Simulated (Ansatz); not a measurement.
MoSe2:

```
Mo Se
1.0
     3.28800    0.00000    0.00000
    -1.64400    2.84749    0.00000
     0.00000    0.00000   12.90000
Mo Se
2 4
Direct
  0.66667 0.33333 0.75000
  0.33333 0.66667 0.25000
  0.66667 0.33333 0.37500
  0.33333 0.66667 0.87500
  0.66667 0.33333 0.12500
  0.33333 0.66667 0.62500
```

A run of Ansatz 0.2.0 on this cell left the log below. Logs are shortened: lines on timing, memory, paths and dates and some standing lists are left out, and cuts for length are marked.

```text
Warning: output.stress: scf.convergence.dr2_threshold = 1e-7 eV (the SCF's general default) is looser than the 6e-10 eV advised for a printed stress (1e-10 eV for each atom of the cell: 6). What an SCF threshold leaves in a stress goes as its square root, and in the free energy as the threshold itself, and one threshold admits the most on a small cell: of the crystals measured, under no hybrid functional and no lock of the moments, on runs that ended without the residual-converged pass, on stresses that held no estimate of that error, the worst erred by over 100 MPa in a component at 1e-7 eV an atom and by under 5 at 1e-10. Set scf.convergence.dr2_threshold to 6e-10 eV or tighter. The threshold is an SCF's pass mark: one that does not reach it within its budget of iterations ends unconverged, or closes short of it on a stop that the run arms, and scf.convergence.dr2_threshold's page says what that costs each kind of run
Warning: output.stress: scf.exx.energy_threshold = 1e-6 eV is looser than the 6e-8 eV advised for a stress under a hybrid functional (1e-8 eV for each atom of the cell: 6). Every SCF of the exchange loop can meet its threshold on dr2 while the loop round them stops early: no threshold on dr2 bounds what that leaves in the stress. Set scf.exx.energy_threshold to 6e-8 eV or tighter. The threshold is the loop's pass mark: a loop that does not reach it within its budget of cycles ends unconverged, and scf.exx.energy_threshold's page has the law
Warning: RAYON_NUM_THREADS=2 ignored (pool sized by the plan → 2); use --threads N
Engine: ansatz 0.2.0, x86_64-unknown-linux-gnu
Pseudopotentials: kind: paw
Pseudopotential: Mo, paw, valence charge 14, recommended cutoff 420 eV (normal), Mo.paw.azcp
Pseudopotential: Se, paw, valence charge 16, recommended cutoff 420 eV (normal), Se.paw.azcp
Functional definition: HSE06
[... 99 lines left out ...]
  atom   6  Se    -0.00000000     0.00000000    -0.59138056
  max |Σ_I F_I| component: 6.94e-18 eV/Å
--- Stress (GPa, compression-positive) ---
        1.862722       0.000000      -0.000000
       -0.000000       1.862722       0.000000
       -0.000000       0.000000       7.136413
  P = ⅓ Tr σ = 3.6206 GPa (36.206 kbar)
--- Band table (eV; the first three rows and the last of 10) ---
  k-point 0: bands = ["-53.0946", "-53.0946", "-39.6069", "-39.6069", "-39.6069", "-39.6069", "-39.6065", "-39.6065", "-39.6065", "-39.6065", "-39.5587", "-39.5587", "-39.5585", "-39.5585", "-39.5571", "-39.5571", "-39.5569", "-39.5569", "-39.5402", "-39.5400", "-39.5367", "-39.5365", "-25.8666", "-25.8665", "-25.6529", "-25.6529", "-25.6528", "-25.6528", "-4.3683", "-4.1098", "-3.1160", "-2.6957", "4.7759", "5.9015", "8.5339", "8.8901", "8.8901", "8.9052", "8.9052", "10.1713", "10.1713", "10.2161", "10.2161", "11.0332", "11.1675", "12.2264", "15.2951", "15.2951", "15.3501", "15.3501", "15.5991", "15.5991", "15.8018", "15.8018", "18.2588", "18.6015"]
  k-point 1: bands = ["-53.0946", "-53.0946", "-39.6069", "-39.6069", "-39.6069", "-39.6069", "-39.6065", "-39.6065", "-39.6065", "-39.6065", "-39.5586", "-39.5586", "-39.5586", "-39.5586", "-39.5570", "-39.5570", "-39.5570", "-39.5570", "-39.5401", "-39.5401", "-39.5366", "-39.5366", "-25.8665", "-25.8665", "-25.6529", "-25.6529", "-25.6529", "-25.6529", "-4.2572", "-4.2572", "-2.8899", "-2.8899", "5.2477", "5.2477", "8.8975", "8.8975", "8.8975", "8.8975", "9.5739", "9.5739", "10.1937", "10.1937", "10.1937", "10.1937", "11.9917", "11.9917", "15.3131", "15.3131", "15.3131", "15.3131", "15.7094", "15.7094", "15.7094", "15.7094", "18.4589", "18.4589"]
  k-point 2: bands = ["-53.0840", "-53.0840", "-39.6067", "-39.6067", "-39.6065", "-39.6065", "-39.6052", "-39.6052", "-39.6048", "-39.6048", "-39.5590", "-39.5588", "-39.5587", "-39.5585", "-39.5581", "-39.5579", "-39.5574", "-39.5571", "-39.5393", "-39.5391", "-39.5358", "-39.5356", "-25.8403", "-25.8401", "-25.7751", "-25.7751", "-25.6808", "-25.6808", "-3.7664", "-3.5205", "-2.7932", "-2.4365", "5.4308", "6.4833", "7.6594", "7.7066", "7.7754", "8.5566", "9.3494", "9.4160", "9.4809", "9.5295", "10.0864", "10.9021", "11.0233", "11.1917", "14.1776", "14.7246", "14.7970", "14.9446", "15.0525", "15.2818", "15.9829", "16.2155", "20.0644", "20.6084"]
  k-point 9: bands = ["-53.0614", "-53.0614", "-39.6058", "-39.6058", "-39.6047", "-39.6047", "-39.6025", "-39.6025", "-39.6025", "-39.6025", "-39.5603", "-39.5603", "-39.5595", "-39.5595", "-39.5581", "-39.5581", "-39.5578", "-39.5578", "-39.5376", "-39.5376", "-39.5339", "-39.5339", "-25.9597", "-25.9597", "-25.8080", "-25.8080", "-25.7833", "-25.7833", "-2.0158", "-2.0158", "-1.8082", "-1.8082", "5.6783", "5.6783", "5.9547", "5.9547", "7.1917", "7.1917", "8.1907", "8.1907", "8.6117", "8.6117", "9.4812", "9.4812", "11.3843", "11.3843", "13.9440", "13.9440", "15.1237", "15.1237", "15.5148", "15.5148", "16.8867", "16.8867", "18.9888", "18.9888"]
```

Problem. What input gives this log?

Solution. Single point with HSE06, no spin polarisation. The files as run (others can give the same):

input.yaml
```yaml
crystal:
  lattice:
    - [3.288, 0.0, 0.0]
    - [-1.644, 2.8474915276, 0.0]
    - [0.0, 0.0, 12.9]
  atoms:
    - { symbol: Mo, position: [0.6666666667, 0.3333333333, 0.75] }
    - { symbol: Mo, position: [0.3333333333, 0.6666666667, 0.25] }
    - { symbol: Se, position: [0.6666666667, 0.3333333333, 0.375] }
    - { symbol: Se, position: [0.3333333333, 0.6666666667, 0.875] }
    - { symbol: Se, position: [0.6666666667, 0.3333333333, 0.125] }
    - { symbol: Se, position: [0.3333333333, 0.6666666667, 0.625] }
hamiltonian:
  xc: hse06
  pseudopotentials: { kind: paw }
kpoints:
  mp_grid: { grid: [5, 5, 2] }
scf:
  occupations: { method: fermi_dirac, width: 0.05 }
output:
  forces: true
  stress: true
  eigenvalues: true
```

Potentials or basis: Ansatz PAW.
The run is started by
```sh
$ ansatz run input.yaml --threads 2 --pin off --max-ram 5632MiB --backend cpu --events-out ev --progress --plain --runs-dir out
```

Caveat: the k mesh is coarse (spacing up to 0.44 Å⁻¹), so the values aren't converged, least of all with exact exchange; odd divisions of the mesh miss points on the zone boundary, where band edges often lie, so the gap on the mesh can be too wide; the cell's inner coordinates are idealised or old, which leaves forces on the atoms; this functional lacks dispersion, which binds the layers, so the pressure and a relaxed spacing across them are unreliable; the PAW data sets come from PBE, with cores solved anew for the run's functional, which leaves a small shift of forces and pressure; the thresholds are loose for stress.
